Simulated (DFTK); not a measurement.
Runs of DFTK 0.8.2 on Rh. The structure is cubic, space group Fm-3m (No. 225). The conventional cell has a = 3.796 Å, b = 3.796 Å, c = 3.796 Å, α = 90.00°, β = 90.00°, γ = 90.00°. Rh (site symmetry m-3m) has 12 Rh at 2.68 Å as nearest neighbours. 

| level | potentials or basis | cutoff (eV) | smearing | gap on the mesh (eV) | pressure (GPa) |
| --- | --- | --- | --- | --- | --- |
| PBE | dojo.nc.sr.pbe.v0_4_1.standard.upf (PBE) | 1197 | gaussian 0.1 eV | none | 7.5 |
| LDA | SG15 1.2 (PBE) | 1225 | fermi-dirac 0.05 eV | none | (a) |
| PBE | SG15 1.2 (PBE) | 1225 | fermi-dirac 0.05 eV | none | 7.5 |
| PBE | dojo.nc.sr.pbe.v0_4_1.standard.upf (PBE) | 1197 | methfessel-paxton order 2 0.1 eV | none | 7.5 |
| AM05 | SG15 1.2 (PBE) | 1225 | fermi-dirac 0.05 eV | none | -5.5 |

Alike in all rows: task single point; no spin polarisation; cell as given; k mesh 12 × 12 × 12.

**Question.** Fill in the values left out.

**Answer.** (a) -11.3.

Caveats: the potentials were made for another functional, which shifts forces and pressure (some runs).

A k mesh can miss the band edges, and the runs leave out spin-orbit coupling on Rh.

A gap of «none» marks a metal or a gap under the smearing width.
